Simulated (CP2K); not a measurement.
Runs of CP2K 2026.2 on Ru. The structure is hexagonal, space group P6_3/mmc (No. 194). The conventional cell has a = 2.706 Å, b = 2.706 Å, c = 4.282 Å, α = 90.00°, β = 90.00°, γ = 120.00°. Ru (site symmetry -6m2) has 12 Ru at 2.65 to 2.71 Å as nearest neighbours. 

```csv
level,cutoff of the non-local correlation (Ry),gap on the mesh (eV),pressure (GPa)
LDA,-,none,(a)
vdW-DF2,300,none,30.9
PBEsol,-,none,-2.8
SCAN,-,none,-3.6
OLYP,-,none,0.5
AM05,-,none,(b)
```

Alike in all rows: task band structure; potentials or basis POTENTIAL_UZH Ru GTH-PBE-q16; TZVP-MOLOPT-PBE-GTH basis; no spin polarisation; cell as given; k mesh 11 × 11 × 6; smearing fermi-dirac 0.05 eV.

Task: Estimate the missing entries.

Result: (a) -7.9; (b) -4.8.

Caveats: the potentials were made for another functional, which shifts forces and pressure; the basis of atomic orbitals isn't converged, which shifts pressures, moduli and gaps; a pressure of tens of GPa on the cell as given is suspect, and the run, the potentials or the cell itself is likely at fault (some runs).

A k mesh can miss the band edges, and the runs leave out spin-orbit coupling on Ru.

A gap of «none» marks a metal or a gap under the smearing width.

Runs at the PBE level aren't shown here.
